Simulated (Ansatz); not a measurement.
# Ag (I4/mmm) in Ansatz: single point with PBE

Aim: the single point of Ag with PBE.

Program: Ansatz 0.2.0. These are calculated values, not measurements. Logs are shortened: lines on timing, memory, paths and dates and some standing lists are left out, and cuts for length are marked.

## 1. The cell of the first run

It takes space group I4/mmm (No. 139, tetragonal). The conventional cell has a = 3.444 Å, b = 3.444 Å, c = 3.311 Å, α = 90.00°, β = 90.00°, γ = 90.00°. Around Ag (site symmetry 4/mmm) lie 10 Ag at 2.94 to 3.31 Å.

This isn't the form of Ag at room conditions, which is fcc.

## 2. Single point, PBE (strain = 0.04)

Input file input.yaml:

```yaml
crystal:
  lattice:
    - [-1.72188016, 1.72188016, 1.655654]
    - [1.72188016, -1.72188016, 1.655654]
    - [1.72188016, 1.72188016, -1.655654]
  atoms:
    - { symbol: Ag, position: [0.0, 0.0, 0.0] }
kpoints:
  mp_grid: { grid: [11, 11, 11] }
scf:
  occupations: { method: fermi_dirac, width: 0.05 }
hamiltonian:
  xc: pbe
  pseudopotentials: { kind: all_electron, lapw: { basis_error: 0.001 } }
output:
  forces: true
  stress: true
  eigenvalues: true
```

Potentials or basis: all-electron LAPW, scalar-relativistic.

The run is started by

```console
ansatz run input.yaml --threads 1 --pin off --max-ram 3072MiB --backend cpu --events-out ev --progress --plain --runs-dir out
```

The log of the run:

```text
Warning: RAYON_NUM_THREADS=1 ignored (pool sized by the plan → 1); use --threads N
LAPW: plane waves up to 7.769 Å⁻¹, error target 1.0e-3 eV per atom; small_component_spin mean_spin; Ag in spheres of 1.472 Å, 19 of its electrons in bands, Dirac shells [] (how accurate: hamiltonian.pseudopotentials.lapw.basis_error, Limitations)
Engine: ansatz 0.2.0, aarch64-unknown-linux-gnu
Pseudopotentials: kind: all_electron
Pseudopotential: Ag, LAPW, valence charge 19, lapw/all_electron/scalar/gaussian/Ag, Koelling and Harmon's equation, gaussian nucleus
Functional definition: PBE
  parameter kappa = 0.804
  parameter beta = 0.06672455060314922
  exchange = pbe_x(kappa = kappa, mu = beta*pi^2/3)
  correlation = pbe_c(beta = beta)
Crystal: 1 atoms, lattice volume = 19.635 Å³
Basis set: ecut = 229.95348391959476 eV, 161 PW (Γ), exchange–correlation at level 2
Bands: 14, of which v1, the nominal top of the filled ones, is band 10 counted from 1 (9 counted from 0)
Symmetry: 16 space group operations
Space group: I4/mmm (ITA 139), of the structure as read, at distance tolerance 2.7e-5 Å
k-points: 126 of 1331
Non-local potential: Ag, projectors of the file, none
Initial density: superposition of atomic densities (chi_scale 0.1, normalization cell)
Initial wavefunctions: plane waves of lowest kinetic energy (no species holds an atomic orbital)
Functional: x = pbe(κ = 0.804, μ = 0.2195149727645171), c = pbe(β = 0.06672455060314922)
iter 1 solved again at ethr=2.34e-4 eV; its pass at ethr=1.00e-1 eV (dr2=4.45e-2 eV) is discarded
SCF iter   1: F=—  HF=-144656.439450 eV  |F-HF|=—  |Δ(HF+E_count)|=         —  Δρ=1.79e-2  dr2=4.49e-2  ethr=2.34e-4  ⟨swp⟩=3.1  Hψ=12507  notcnv=0
preconditioner: auto → none  [insulator: Δε(μ)=0.148 eV  Ē_g=14.543 eV  σ=0.050 eV  W_gap=0.52  n_scr=12 (ndim 8)  ℏωp=27.8 eV  f_vac=0.000  D(μ)=0.23/eV (n_scr^D=0)  ε∞_Penn≈4.7]
iter 2 solved again at ethr=3.30e-7 eV; its pass at ethr=2.34e-4 eV (dr2=6.26e-5 eV) is discarded
SCF iter   2: F=—  HF=-144656.298837 eV  |F-HF|=—  |Δ(HF+E_count)|=   1.41e-1  Δρ=7.30e-4  dr2=6.24e-5  ethr=3.30e-7  ⟨swp⟩=2.9  Hψ=9430  notcnv=0
SCF iter   3: F=—  HF=-144656.246176 eV  |F-HF|=—  |Δ(HF+E_count)|=   5.27e-2  Δρ=3.11e-3  dr2=1.30e-3  ethr=3.28e-7  ⟨swp⟩=3.1  Hψ=5641  notcnv=0
SCF iter   4: F=—  HF=-144656.245331 eV  |F-HF|=—  |Δ(HF+E_count)|=   8.45e-4  Δρ=5.30e-4  dr2=3.55e-5  ethr=3.28e-7  ⟨swp⟩=3.0  Hψ=5413  notcnv=0
SCF iter   5: F=—  HF=-144656.245353 eV  |F-HF|=—  |Δ(HF+E_count)|=   2.16e-5  Δρ=1.93e-5  dr2=4.06e-8  ethr=1.87e-7  ⟨swp⟩=2.0  Hψ=4746  notcnv=0
SCF iter   6: F=-144656.245354 eV  HF=-144656.245354 eV  |F-HF|=4.31e-9  |Δ(HF+E_count)|=   7.13e-7  Δρ=5.14e-6  dr2=2.81e-9  ethr=2.14e-10  ⟨swp⟩=3.0  Hψ=5445  notcnv=0
SCF 1 converged in 6 iterations: F = -144656.245354 eV  dr2 = 2.81e-9
SCF converged after 6 iterations
Free energy (F): -144656.245354 eV
Harris-Foulkes:  -144656.245354 eV  (|F-HF|=4.31e-9)
Internal energy: -144656.243743 eV  (E = F + TS)
E sigma→0 (E₀):  -144656.244548 eV
Entropy (-TS):   -0.001611 eV (-1.611 meV/atom)
Fermi energy:    15.668486 eV
--- Per-component energies (eV) ---
  E_band       = -259.876109
  E_kinetic    = 151245.230929
  E_xc         = -4066.018575
  E_electrostatic = -291835.456097  (all electrons and nuclei)
  E_smearing   = -0.001611  (= −TS)
  E_closure    = 0.000000  (closes the sum)
  E_atoms      = -144653.584547  (free atoms, spherical and without spin; not in F)
  Σ components = -144656.245354   (vs F -144656.245354, Δ=0.00e0)
  Basis errors (estimates in eV, not in F): energy 2.7e-4 per atom: plane waves 2.6e-4 (1.3e-4 summed), levels above the bands 1.8e-113, relativity 6.0e-8, radial functions 7.8e-6, core shells 2.8e-7; eigenvalues (radial functions only) 4.5e-5; not estimated: angular momenta, meshes, grids; target (lapw.basis_error) 1.0e-3; muffin-tin radii Ag 1.472 Å
--- Forces (eV/Å), atoms counted from 1 ---
  atom   1  Ag     0.00000000     0.00000000     0.00000000
  max |Σ_I F_I| component: 6.16e-33 eV/Å
--- Stress (GPa, compression-positive) ---
       -5.952334       0.000000      -0.000000
        0.000000      -5.952334       0.000000
       -0.000000       0.000000      -6.618972
  P = ⅓ Tr σ = -6.1745 GPa (-61.745 kbar)
--- Band table (eV; the first three rows and the last of 126) ---
  k-point 0: bands = ["-75.9932", "-39.4200", "-39.4172", "-39.4172", "8.8398", "11.1187", "11.2642", "11.2642", "12.1788", "12.3437", "32.7059", "32.7059", "33.3711", "37.0563"]
  k-point 1: bands = ["-75.9924", "-39.4249", "-39.4227", "-39.4169", "9.0750", "11.1371", "11.2180", "11.3847", "12.1260", "12.3384", "31.6675", "32.6639", "33.4666", "35.5461"]
  k-point 2: bands = ["-75.9905", "-39.4457", "-39.4299", "-39.4163", "9.6877", "11.0963", "11.2445", "11.7219", "12.0328", "12.3264", "28.7484", "31.8510", "33.7026", "34.2218"]
  k-point 125: bands = ["-75.9763", "-39.4936", "-39.4928", "-39.4882", "10.1451", "10.1594", "12.7784", "12.8139", "12.8160", "20.8951", "22.0190", "23.0689", "26.8318", "28.1812"]
```

Run time: 7.7 s. Hardware: 1 thread of Arm Neoverse V1, shared host; peak memory 0.27 GiB.

Results:

```yaml
Free_energy: -144656.2454 eV
Pressure: -6.2 GPa
Band_gap_on_the_k_mesh: none (metal or under the smearing width)
```

Levels at points of the mesh, in eV from the Fermi level:
```
           k point  band 6  band 7  band 8  band 9  band 10  band 11  band 12  band 13  band 14
(0.00, 0.00, 0.00)   -4.55   -4.40   -4.40   -3.49    -3.32    17.04    17.04    17.70    21.39
```
